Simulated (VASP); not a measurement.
Runs of VASP 6.6.1 on SrTe. Symmetry: Fm-3m, No. 225, cubic system. Conventional cell: a = 6.712 Å, b = 6.712 Å, c = 6.712 Å, α = 90.00°, β = 90.00°, γ = 90.00°. Around Te (site symmetry m-3m) lie 6 Sr at 3.36 Å. Around Sr (site symmetry m-3m) lie 6 Te at 3.36 Å. The cell was built by a generator and needn't be a form met in nature.

```csv
task,level,potentials or basis,spin,cell,k mesh,cutoff (eV),gap on the mesh (eV),pressure (GPa)
relaxation of cell and atoms,PBEsol,"VASP PAW PBE potentials, release 64 (Te, Sr_sv)",off,relaxed,8 × 8 × 8,600,1.55,0.0
band structure,TB-mBJ,"VASP PAW PBE potentials, release 64 (Te, Sr_sv)",off,"Fm-3m, 36.19 Å³/atom",8 × 8 × 8,520,2.32,-
band structure,PBEsol,"VASP PAW PBE potentials, release 64 (Te, Sr_sv)","SOC, no magnetisation","Fm-3m, 36.19 Å³/atom",6 × 6 × 6,520,-,0.0
band structure,r2SCAN,"VASP PAW PBE potentials, release 64 (Te, Sr_sv)",off,"Fm-3m, 36.19 Å³/atom",8 × 8 × 8,520,(b),1.7
band structure,PBEsol,"VASP PAW PBE potentials, release 64 (Te, Sr_sv)",off,"Fm-3m, 36.19 Å³/atom",8 × 8 × 8,520,1.55,0.0
band structure,LDA,"VASP PAW LDA potentials, release 64 (Te, Sr_sv)",off,"Fm-3m, 36.19 Å³/atom",8 × 8 × 8,520,(a),-1.3
```

Alike in all rows: smearing gaussian 0.03 eV.

Fill in the values left out.

(a) 1.52; (b) 2.04.

Caveats: the PAW data sets were made with another functional, which shifts forces and pressure a little (some runs); spin-orbit coupling is left out, which moves the levels of the heavy elements (some runs).

A k mesh can miss the band edges, and rows without SOC leave out spin-orbit coupling on Sr, Te.
